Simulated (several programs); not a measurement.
ZnS (zincblende) from semi-empirical methods to plane-wave DFT

Measured values to be reproduced:
- band gap: 3.85 eV (direct gap E0 at Gamma; 19 K; “Electronic, vibrational, and thermodynamic properties of ZnS (zincblende and rocksalt structure)”; literature value at 19 K; includes electron-phonon renormalization, which the paper puts at about 0.1 eV; 2009; arxiv:0911.5022)
- bulk modulus: 76.9 GPa (B0; “Electronic, vibrational, and thermodynamic properties of ZnS (zincblende and rocksalt structure)”; literature value; measurement temperature not stated; 2009; arxiv:0911.5022)
- volume: 19.78 Å³ an atom (from the lattice constants; cubic lattice parameter a; “Photocatalytic Degradation of Rhodamine B Dye and Hydrogen Evolution by Hydrothermally Synthesized NaBH4—Spiked ZnS Nanostructures”; Literature value quoted for comparison in the computational part; measurement temperature not stated; 2022; pmc:9046778)

ZnS (zincblende), relaxed with r2SCAN in Ansatz, was computed with several methods. The symmetry is F-43m (No. 216, cubic); conventional cell a = 5.388 Å, 19.55 Å³ an atom. Around Zn lie 4 S at 2.33 Å; around S lie 4 Zn at 2.33 Å. Spin-unpolarised throughout.

```xyz
2
Lattice="0.0000 2.6941 2.6941 2.6941 0.0000 2.6941 2.6941 2.6941 0.0000" Properties=species:S:1:pos:R:3 pbc="T T T"
Zn    0.0000    0.0000    0.0000
S     1.3470    1.3470    1.3470
```

Gaps and times are for a single point on this cell; volume and bulk modulus come from each method's own relaxation or energy curve at fixed shape. Times are rough, from shared hosts (Arm Neoverse V1; Intel Xeon 6975P-C), and each method has its own mesh and cell size. A dagger marks a closed or tiny gap in a crystal that DFT finds insulating: a failure of the method or a wrong SCF state. PM6 (MOPAC), PM7 (MOPAC), GFN1-xTB (tblite), GFN2-xTB (tblite) treat a cluster of cells at its zone centre, which samples few k points: where these miss a band edge, the gap comes out too large for that reason alone. Gaps from k meshes are read at a limited set of points (mesh, symmetry points, PBE's band edges), so each method's own least gap may be somewhat smaller. Force fields have no electrons; where one was fitted to this phase, its volume and modulus reflect the fit. xTB and the PM methods were fitted mostly to molecules, and can miss a solid's gap by electronvolts. Minimal bases can be far off for gaps. Times of the plane-wave ladder aren't listed, since it ran on unlike processors and cards. GLLB-SC's gap includes the derivative discontinuity. d marks a direct gap, i an indirect one (no mark: not told apart), a dash a value that wasn't computed or didn't pass its checks.

```json
{"method": "PBEsol", "kind": "semilocal", "gap (eV)": "–", "own volume (Å³/atom)": "19.21", "bulk modulus (GPa)": "–", "atoms computed": "2", "processor time": "–"}
{"method": "CdTeZnSeHgS0.sw (LAMMPS)", "kind": "force field", "gap (eV)": "–", "own volume (Å³/atom)": "19.75", "bulk modulus (GPa)": "–", "atoms computed": "2", "processor time": "0.13 s"}
{"method": "light PBE (260 eV and a coarse mesh)", "kind": "light plane-wave", "gap (eV)": "2.22 d", "own volume (Å³/atom)": "–", "bulk modulus (GPa)": "–", "atoms computed": "2", "processor time": "0.4 s"}
{"method": "PBE", "kind": "semilocal", "gap (eV)": "2.15 d", "own volume (Å³/atom)": "20.16", "bulk modulus (GPa)": "69", "atoms computed": "2", "processor time": "–"}
{"method": "non-self-consistent DFTB (CP2K)", "kind": "tight binding", "gap (eV)": "1.42 i", "own volume (Å³/atom)": "–", "bulk modulus (GPa)": "–", "atoms computed": "2", "processor time": "2 s"}
{"method": "r2SCAN", "kind": "semilocal", "gap (eV)": "2.71 d", "own volume (Å³/atom)": "19.55", "bulk modulus (GPa)": "79", "atoms computed": "2", "processor time": "–"}
{"method": "GFN1-xTB (tblite)", "kind": "tight binding", "gap (eV)": "0.00†", "own volume (Å³/atom)": "–", "bulk modulus (GPa)": "–", "atoms computed": "cluster", "processor time": "2.6 s"}
{"method": "LDA", "kind": "semilocal", "gap (eV)": "1.90 d", "own volume (Å³/atom)": "18.58", "bulk modulus (GPa)": "–", "atoms computed": "2", "processor time": "–"}
{"method": "GFN2-xTB (tblite)", "kind": "tight binding", "gap (eV)": "1.37", "own volume (Å³/atom)": "20.86", "bulk modulus (GPa)": "48", "atoms computed": "cluster", "processor time": "3.5 s"}
{"method": "GLLB-SC (GPAW)", "kind": "model potential", "gap (eV)": "3.65", "own volume (Å³/atom)": "–", "bulk modulus (GPa)": "–", "atoms computed": "2", "processor time": "5.6 s"}
{"method": "PBE/single zeta (GPAW)", "kind": "small basis", "gap (eV)": "2.03 d", "own volume (Å³/atom)": "–", "bulk modulus (GPa)": "–", "atoms computed": "2", "processor time": "6.8 s"}
{"method": "PBE/SZV (CP2K)", "kind": "small basis", "gap (eV)": "2.16 d", "own volume (Å³/atom)": "19.60", "bulk modulus (GPa)": "99", "atoms computed": "2", "processor time": "6.9 s"}
{"method": "PM7 (MOPAC)", "kind": "semi-empirical", "gap (eV)": "2.45", "own volume (Å³/atom)": "–", "bulk modulus (GPa)": "–", "atoms computed": "cluster", "processor time": "7.5 s"}
{"method": "PM6 (MOPAC)", "kind": "semi-empirical", "gap (eV)": "0.00†", "own volume (Å³/atom)": "–", "bulk modulus (GPa)": "–", "atoms computed": "cluster", "processor time": "8.7 s"}
{"method": "PBE/DZVP (CP2K)", "kind": "small basis", "gap (eV)": "2.13 d", "own volume (Å³/atom)": "20.26", "bulk modulus (GPa)": "71", "atoms computed": "2", "processor time": "17 s"}
{"method": "PBE0", "kind": "hybrid", "gap (eV)": "4.04 d", "own volume (Å³/atom)": "–", "bulk modulus (GPa)": "–", "atoms computed": "2", "processor time": "–"}
{"method": "HSE06", "kind": "hybrid", "gap (eV)": "3.38 d", "own volume (Å³/atom)": "19.96", "bulk modulus (GPa)": "–", "atoms computed": "2", "processor time": "–"}
{"method": "DDH-PBE0", "kind": "hybrid", "gap (eV)": "3.41 d", "own volume (Å³/atom)": "–", "bulk modulus (GPa)": "–", "atoms computed": "2", "processor time": "–"}
{"method": "Hartree-Fock", "kind": "exact exchange", "gap (eV)": "10.28 d", "own volume (Å³/atom)": "–", "bulk modulus (GPa)": "–", "atoms computed": "2", "processor time": "–"}
{"method": "r2SCAN0", "kind": "hybrid", "gap (eV)": "4.39 d", "own volume (Å³/atom)": "–", "bulk modulus (GPa)": "–", "atoms computed": "2", "processor time": "–"}
```

Against HSE06 (3.38 eV) and with closed or daggered gaps left aside, the nearest gap at the points sampled is that of DDH-PBE0 (+0.03 eV) and the farthest that of Hartree-Fock (+6.90 eV). HSE06 is only a yardstick of convenience, and nearness to it can be luck.

Volumes against r2SCAN's: PBEsol -1.7 %, CdTeZnSeHgS0.sw (LAMMPS) +1.0 %, PBE +3.1 %, LDA -5.0 %, GFN2-xTB (tblite) +6.7 %, PBE/SZV (CP2K) +0.2 %, PBE/DZVP (CP2K) +3.6 %, HSE06 +2.1 %.

Runs without a result: non-self-consistent DFTB (CP2K) (relaxation).

Comparison with experiment:
- Band gap, measured 3.85 eV: light PBE (260 eV and a coarse mesh) -1.63 eV, PBE -1.70 eV, non-self-consistent DFTB (CP2K) -2.43 eV, r2SCAN -1.14 eV, GFN1-xTB (tblite) -3.85 eV, LDA -1.95 eV, GFN2-xTB (tblite) -2.48 eV, GLLB-SC (GPAW) -0.20 eV, PBE/single zeta (GPAW) -1.82 eV, PBE/SZV (CP2K) -1.69 eV, PM7 (MOPAC) -1.40 eV, PM6 (MOPAC) -3.85 eV, PBE/DZVP (CP2K) -1.72 eV, PBE0 +0.19 eV, HSE06 -0.47 eV, DDH-PBE0 -0.44 eV, Hartree-Fock +6.43 eV, r2SCAN0 +0.54 eV.
- Bulk modulus, measured 76.9 GPa: PBE -9.7 %, r2SCAN +2.2 %, GFN2-xTB (tblite) -38.1 %, PBE/SZV (CP2K) +28.6 %, PBE/DZVP (CP2K) -7.8 %.
- Volume, measured 19.78 Å³ an atom: PBEsol -2.9 %, CdTeZnSeHgS0.sw (LAMMPS) -0.2 %, PBE +1.9 %, r2SCAN -1.2 %, LDA -6.1 %, GFN2-xTB (tblite) +5.5 %, PBE/SZV (CP2K) -0.9 %, PBE/DZVP (CP2K) +2.4 %, HSE06 +0.9 %.
The calculations are for a static lattice; samples hold vibrations, temperature and, in optical gaps, excitons. A measured value is shown where most reports agree with it, and only for the quantities listed.
